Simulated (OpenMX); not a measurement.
The system is CuO.

```
Cu O
1.0
     2.55255    0.00000    0.00000
     0.00000    2.55255    0.00000
     0.00000    0.00000    2.55255
Cu O
1 1
Cartesian
  0.0000 0.0000 0.0000
  1.2763 1.2763 1.2763
```

Measurements of this composition are mostly on another form, of space group No. 15.

Base run:

| Item | Value |
| --- | --- |
| Program | OpenMX 3.8.5 |
| Functional | PBE |
| Potentials or basis | OpenMX 2013 PBE set, Cu6.0H-s3p2d2, O6.0-s2p2d1, grid cutoff 500 Ry |
| k mesh | 11 × 11 × 11 |
| Occupations | fermi-dirac, width 0.05 eV |
| Spin | no spin polarisation |

Its results: pressure 23.3 GPa.

Task: The run is repeated on the same cell with these changes: functional from PBE to LDA; potentials or basis from OpenMX 2013 PBE set, Cu6.0H-s3p2d2, O6.0-s2p2d1, grid cutoff 500 Ry to OpenMX 2013 LDA set, Cu6.0H-s3p2d2, O6.0-s2p2d1, grid cutoff 500 Ry. What comes out?

Result: Pressure 4.1 GPa.

Caveats: the basis of atomic orbitals isn't converged, which shifts pressures, moduli and gaps; an odd number of electrons without spin polarisation forces a metal; a magnetic or distorted state may lie lower; the run has no spin polarisation, though such a crystal can be magnetic; so large a pressure means that the cell lies far from this level's equilibrium, or that cutoff or potentials fall short (some runs).

Not every run made on this cell is shown here.
